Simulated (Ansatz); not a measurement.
Here is an Ansatz 0.2.0 calculation.

File input.yaml:

```yaml
crystal:
  lattice:
    - [4.738, 0.0, 0.0]
    - [0.0, 4.738, 0.0]
    - [0.0, 0.0, 3.1865]
  atoms:
    - { symbol: Sn, position: [0.501356, 0.509506, 0.497457] }
    - { symbol: Sn, position: [-0.009763, 0.006147, -0.001775] }
    - { symbol: O, position: [0.807424, 0.194706, 0.505547] }
    - { symbol: O, position: [0.697313, 0.699219, 0.003419] }
    - { symbol: O, position: [0.208069, 0.81229, 0.509861] }
    - { symbol: O, position: [0.308452, 0.306493, -0.01237] }
hamiltonian:
  xc: pbe
  pseudopotentials: { kind: paw }
kpoints:
  mp_grid: { grid: [6, 6, 8] }
scf:
  occupations: { method: fermi_dirac, width: 0.05 }
output:
  forces: true
  stress: true
  eigenvalues: true
```

Potentials or basis: Ansatz PAW.

Run with:

```sh
$ ansatz run input.yaml --threads 2 --pin off --max-ram 5120MiB --backend cpu --events-out ev --progress --plain --runs-dir out
```

What does it give for the largest force?

1.735 eV/Å.

What does it give for the pressure?

11.1 GPa.

Predict the band gap on the k mesh.

1.17 eV, direct.

Stress tensor (GPa, compression positive):
```
10.03 -0.19 -0.58
-0.19 10.76 -0.83
-0.58 -0.83 12.53
```

Caveat: the pressure holds a Pulay correction of +0.8 GPa for the finite cutoff; spin-orbit coupling is left out, which moves the levels of the heavy elements.
